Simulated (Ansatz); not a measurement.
# Nb (Im-3m) in Ansatz: notebook

Runs on Nb. Level: PBE. Tasks: single point.

Program: Ansatz 0.2.0. These are calculated values, not measurements. Logs are shortened: lines on timing, memory, paths and dates and some standing lists are left out, and cuts for length are marked.

## Step 1: Starting point

Symmetry: Im-3m, No. 229, cubic system. Conventional cell: a = 3.328 Å, b = 3.328 Å, c = 3.328 Å, α = 90.00°, β = 90.00°, γ = 90.00°. Nb (site symmetry m-3m) has 8 Nb at 2.88 Å as nearest neighbours.

## Step 2: Single point, PBE, 17.32 Å³/atom (volume scaled by 0.94)

Input file input.yaml:

```yaml
crystal:
  lattice:
    - [-1.6299823056, 1.6299823056, 1.6299823056]
    - [1.6299823056, -1.6299823056, 1.6299823056]
    - [1.6299823056, 1.6299823056, -1.6299823056]
  atoms:
    - { symbol: Nb, position: [0.0, 0.0, 0.0] }
kpoints:
  mp_grid: { grid: [11, 11, 11] }
scf:
  occupations: { method: fermi_dirac, width: 0.05 }
hamiltonian:
  xc: pbe
  pseudopotentials: { kind: all_electron, lapw: { basis_error: 0.0005 } }
output:
  forces: true
  stress: true
  eigenvalues: true
```

Potentials or basis: all-electron LAPW, scalar-relativistic.

Started as:

```console
ansatz run input.yaml --threads 1 --pin off --max-ram 2560MiB --backend cpu --events-out ev --progress --plain --runs-dir out
```

The program printed:

```text
Warning: RAYON_NUM_THREADS=1 ignored (pool sized by the plan → 1); use --threads N
LAPW: plane waves up to 7.994 Å⁻¹, error target 5.0e-4 eV per atom; small_component_spin mean_spin; Nb in spheres of 1.412 Å, 29 of its electrons in bands, Dirac shells [] (how accurate: hamiltonian.pseudopotentials.lapw.basis_error, Limitations)
Engine: ansatz 0.2.0, x86_64-unknown-linux-gnu
Pseudopotentials: kind: all_electron
Pseudopotential: Nb, LAPW, valence charge 29, lapw/all_electron/scalar/gaussian/Nb, Koelling and Harmon's equation, gaussian nucleus
Functional definition: PBE
  parameter kappa = 0.804
  parameter beta = 0.06672455060314922
  exchange = pbe_x(kappa = kappa, mu = beta*pi^2/3)
  correlation = pbe_c(beta = beta)
Crystal: 1 atoms, lattice volume = 17.322 Å³
Basis set: ecut = 243.48571023196743 eV, 141 PW (Γ), exchange–correlation at level 2
Bands: 19, of which v1, the nominal top of the filled ones, is band 15 counted from 1 (14 counted from 0)
Symmetry: 48 space group operations
Space group: Im-3m (ITA 229), of the structure as read, at distance tolerance 2.6e-5 Å
k-points: 56 of 1331
Non-local potential: Nb, projectors of the file, none
Initial density: superposition of atomic densities (chi_scale 0.1, normalization cell)
Initial wavefunctions: plane waves of lowest kinetic energy (no species holds an atomic orbital)
Functional: x = pbe(κ = 0.804, μ = 0.2195149727645171), c = pbe(β = 0.06672455060314922)
iter 1 solved again at ethr=7.46e-4 eV; its pass at ethr=1.00e-1 eV (dr2=2.16e-1 eV) is discarded
SCF iter   1: F=—  HF=-103946.102434 eV  |F-HF|=—  |Δ(HF+E_count)|=         —  Δρ=4.31e-2  dr2=2.18e-1  ethr=7.46e-4  ⟨swp⟩=2.6  Hψ=6561  notcnv=0
preconditioner: auto → Kerker (q_TF=auto, 2.973 Å⁻¹)  [metal: Δε(μ)=0.030 eV  Ē_g=8.147 eV  σ=0.050 eV  W_gap=0.15  n_scr=12 (ndim 8)  ℏωp=19.9 eV  f_vac=0.000  D(μ)=1.35/eV (n_scr^D=12)]
SCF iter   2: F=—  HF=-103945.710891 eV  |F-HF|=—  |Δ(HF+E_count)|=   3.92e-1  Δρ=2.00e-2  dr2=5.45e-2  ethr=7.46e-4  ⟨swp⟩=2.1  Hψ=3308  notcnv=0
SCF iter   3: F=—  HF=-103945.692255 eV  |F-HF|=—  |Δ(HF+E_count)|=         —  Δρ=1.05e-2  dr2=1.82e-2  ethr=1.88e-4  ⟨swp⟩=2.0  Hψ=3012  notcnv=0
the basis was enlarged: its passes take 434.0 KiB over the memory plan, 1 of 1 planned eigensolver slots
SCF iter   4: F=—  HF=-103945.692264 eV  |F-HF|=—  |Δ(HF+E_count)|=   8.69e-6  Δρ=4.14e-3  dr2=3.45e-3  ethr=6.28e-5  ⟨swp⟩=2.0  Hψ=2966  notcnv=0
iter 5 solved again at ethr=7.76e-7 eV; its pass at ethr=1.19e-5 eV (dr2=2.25e-4 eV) is discarded
SCF iter   5: F=—  HF=-103945.692670 eV  |F-HF|=—  |Δ(HF+E_count)|=   4.06e-4  Δρ=1.10e-3  dr2=2.25e-4  ethr=7.76e-7  ⟨swp⟩=2.0  Hψ=5179  notcnv=0
SCF iter   6: F=—  HF=-103945.692668 eV  |F-HF|=—  |Δ(HF+E_count)|=   1.66e-6  Δρ=2.33e-4  dr2=5.16e-6  ethr=7.75e-7  ⟨swp⟩=2.0  Hψ=3065  notcnv=0
SCF iter   7: F=-103945.692669 eV  HF=-103945.692669 eV  |F-HF|=1.09e-8  |Δ(HF+E_count)|=   7.57e-7  Δρ=2.02e-5  dr2=2.76e-8  ethr=1.78e-8  ⟨swp⟩=2.0  Hψ=3065  notcnv=0
SCF 1 converged in 7 iterations: F = -103945.692669 eV  dr2 = 2.76e-8
SCF converged after 7 iterations
Free energy (F): -103945.692669 eV
Harris-Foulkes:  -103945.692669 eV  (|F-HF|=1.09e-8)
Internal energy: -103945.676932 eV  (E = F + TS)
E sigma→0 (E₀):  -103945.684801 eV
Entropy (-TS):   -0.015737 eV (-15.737 meV/atom)
Fermi energy:    20.796476 eV
--- Per-component energies (eV) ---
  E_band       = -3666.896491
  E_kinetic    = 107543.460795
  E_xc         = -3240.842693
  E_electrostatic = -208248.295034  (all electrons and nuclei)
  E_smearing   = -0.015737  (= −TS)
  E_closure    = 0.000000  (closes the sum)
  E_atoms      = -103935.548123  (free atoms, spherical and without spin; not in F)
  Σ components = -103945.692669   (vs F -103945.692669, Δ=0.00e0)
  Basis errors (estimates in eV, not in F): energy 1.2e-4 per atom: plane waves 9.0e-5 (4.7e-5 summed), levels above the bands 4.5e-91, relativity 4.8e-8, radial functions 2.6e-5, core shells 1.8e-7; eigenvalues (radial functions only) 2.5e-6; not estimated: angular momenta, meshes, grids; target (lapw.basis_error) 5.0e-4; muffin-tin radii Nb 1.412 Å
--- Forces (eV/Å), atoms counted from 1 ---
  atom   1  Nb    -0.00000000     0.00000000    -0.00000000
  max |Σ_I F_I| component: 1.91e-30 eV/Å
--- Stress (GPa, compression-positive) ---
        9.261084      -0.000000      -0.000000
       -0.000000       9.261084       0.000000
       -0.000000       0.000000       9.261084
  P = ⅓ Tr σ = 9.2611 GPa (92.611 kbar)
--- Band table (eV; the first three rows and the last of 56) ---
  k-point 0: bands = ["-321.4792", "-321.4792", "-321.4792", "-171.0680", "-171.0680", "-171.0528", "-171.0528", "-171.0528", "-33.4602", "-8.6823", "-8.6823", "-8.6823", "14.8624", "21.1839", "21.1839", "21.1839", "24.2254", "24.2254", "35.0687"]
  k-point 1: bands = ["-321.4792", "-321.4792", "-321.4792", "-171.0680", "-171.0680", "-171.0528", "-171.0528", "-171.0528", "-33.4379", "-8.8139", "-8.7219", "-8.6835", "15.2136", "20.9662", "21.1228", "21.5264", "23.9123", "24.2265", "35.3524"]
  k-point 2: bands = ["-321.4792", "-321.4792", "-321.4792", "-171.0680", "-171.0680", "-171.0528", "-171.0528", "-171.0528", "-33.3775", "-9.1573", "-8.8270", "-8.6868", "16.1168", "20.4374", "20.8532", "22.5185", "23.5854", "24.2732", "35.7413"]
  k-point 55: bands = ["-321.4792", "-321.4792", "-321.4792", "-171.0680", "-171.0680", "-171.0528", "-171.0528", "-171.0528", "-32.9798", "-9.7279", "-9.7033", "-9.7033", "16.9709", "17.0344", "26.0643", "26.0643", "26.5382", "29.8041", "31.0797"]
```

Wall time 3.6 s (1 thread of AMD EPYC 7R13 (Zen 3), shared host); peak memory 0.29 GiB.

What came out:

```yaml
Free_energy: -103945.6927 eV
Pressure: 9.3 GPa
Band_gap_on_the_k_mesh: none (metal or under the smearing width)
```

## Step 3: Single point, PBE, 17.69 Å³/atom (volume scaled by 0.96)

Edit input.yaml of step 2 so:

```diff
@@ -2,5 +2,5 @@
   lattice:
-    - [-1.6299823056, 1.6299823056, 1.6299823056]
-    - [1.6299823056, -1.6299823056, 1.6299823056]
-    - [1.6299823056, 1.6299823056, -1.6299823056]
+    - [-1.6414614324, 1.6414614324, 1.6414614324]
+    - [1.6414614324, -1.6414614324, 1.6414614324]
+    - [1.6414614324, 1.6414614324, -1.6414614324]
   atoms:
```

Potentials or basis: all-electron LAPW, scalar-relativistic.

Started as:

```console
ansatz run input.yaml --threads 1 --pin off --max-ram 2560MiB --backend cpu --events-out ev --progress --plain --runs-dir out
```

Wall time 3.6 s (1 thread of AMD EPYC 7R13 (Zen 3), shared host); peak memory 0.3 GiB.

Results (log left out):

| Property | Result |
| --- | --- |
| Free energy | -103945.7092 eV |
| Pressure | 5.2 GPa |
| Band gap on the k mesh | none (metal or under the smearing width) |

## Step 4: Single point, PBE, 18.06 Å³/atom (volume scaled by 0.98)

Edit input.yaml of step 3 so:

```diff
@@ -2,5 +2,5 @@
   lattice:
-    - [-1.6414614324, 1.6414614324, 1.6414614324]
-    - [1.6414614324, -1.6414614324, 1.6414614324]
-    - [1.6414614324, 1.6414614324, -1.6414614324]
+    - [-1.6527822138, 1.6527822138, 1.6527822138]
+    - [1.6527822138, -1.6527822138, 1.6527822138]
+    - [1.6527822138, 1.6527822138, -1.6527822138]
   atoms:
```

Started as:

```console
ansatz run input.yaml --threads 1 --pin off --max-ram 2560MiB --backend cpu --events-out ev --progress --plain --runs-dir out
```

It took 3.7 s on 1 thread of AMD EPYC 7R13 (Zen 3), shared host; peak memory 0.29 GiB.

It converged, with:

* Free energy: -103945.7168 eV
* Pressure: 1.4 GPa
* Band gap on the k mesh: none (metal or under the smearing width)

## Step 5: Single point, PBE, 18.43 Å³/atom

Edit input.yaml of step 4 so:

```diff
@@ -2,5 +2,5 @@
   lattice:
-    - [-1.6527822138, 1.6527822138, 1.6527822138]
-    - [1.6527822138, -1.6527822138, 1.6527822138]
-    - [1.6527822138, 1.6527822138, -1.6527822138]
+    - [-1.66395, 1.66395, 1.66395]
+    - [1.66395, -1.66395, 1.66395]
+    - [1.66395, 1.66395, -1.66395]
   atoms:
```

Started as:

```console
ansatz run input.yaml --threads 1 --pin off --max-ram 2560MiB --backend cpu --events-out ev --progress --plain --runs-dir out
```

It took 3.4 s on 1 thread of AMD EPYC 7R13 (Zen 3), shared host; peak memory 0.29 GiB.

Results (log left out):

```yaml
Free_energy: -103945.7161 eV
Pressure: -2.0 GPa
Band_gap_on_the_k_mesh: none (metal or under the smearing width)
```

## Step 6: Single point, PBE, 18.80 Å³/atom (volume scaled by 1.02)

Edit input.yaml of step 5 so:

```diff
@@ -2,5 +2,5 @@
   lattice:
-    - [-1.66395, 1.66395, 1.66395]
-    - [1.66395, -1.66395, 1.66395]
-    - [1.66395, 1.66395, -1.66395]
+    - [-1.6749698576, 1.6749698576, 1.6749698576]
+    - [1.6749698576, -1.6749698576, 1.6749698576]
+    - [1.6749698576, 1.6749698576, -1.6749698576]
   atoms:
```

Potentials or basis: all-electron LAPW, scalar-relativistic.

Started as:

```console
ansatz run input.yaml --threads 1 --pin off --max-ram 2560MiB --backend cpu --events-out ev --progress --plain --runs-dir out
```

Wall time 3.6 s (1 thread of AMD EPYC 7R13 (Zen 3), shared host); peak memory 0.29 GiB.

It converged, with:

```yaml
Free_energy: -103945.7078 eV
Pressure: -5.2 GPa
Band_gap_on_the_k_mesh: none (metal or under the smearing width)
```

## Step 7: Single point, PBE, 19.17 Å³/atom (volume scaled by 1.04)

Edit input.yaml of step 6 so:

```diff
@@ -2,5 +2,5 @@
   lattice:
-    - [-1.6749698576, 1.6749698576, 1.6749698576]
-    - [1.6749698576, -1.6749698576, 1.6749698576]
-    - [1.6749698576, 1.6749698576, -1.6749698576]
+    - [-1.68584659, 1.68584659, 1.68584659]
+    - [1.68584659, -1.68584659, 1.68584659]
+    - [1.68584659, 1.68584659, -1.68584659]
   atoms:
```

Started as:

```console
ansatz run input.yaml --threads 1 --pin off --max-ram 2560MiB --backend cpu --events-out ev --progress --plain --runs-dir out
```

Wall time 3.4 s (1 thread of AMD EPYC 7R13 (Zen 3), shared host); peak memory 0.28 GiB.

The run converged. Its results:

* Free energy: -103945.6926 eV
* Pressure: -8.0 GPa
* Band gap on the k mesh: none (metal or under the smearing width)

## Step 8: Single point, PBE, 19.53 Å³/atom (volume scaled by 1.06)

Edit input.yaml of step 7 so:

```diff
@@ -2,5 +2,5 @@
   lattice:
-    - [-1.68584659, 1.68584659, 1.68584659]
-    - [1.68584659, -1.68584659, 1.68584659]
-    - [1.68584659, 1.68584659, -1.68584659]
+    - [-1.6965847559, 1.6965847559, 1.6965847559]
+    - [1.6965847559, -1.6965847559, 1.6965847559]
+    - [1.6965847559, 1.6965847559, -1.6965847559]
   atoms:
```

Started as:

```console
ansatz run input.yaml --threads 1 --pin off --max-ram 2560MiB --backend cpu --events-out ev --progress --plain --runs-dir out
```

Wall time 3.3 s (1 thread of AMD EPYC 7R13 (Zen 3), shared host); peak memory 0.29 GiB.

It converged, with:

- Free energy: -103945.6710 eV
- Pressure: -10.7 GPa
- Band gap on the k mesh: none (metal or under the smearing width)
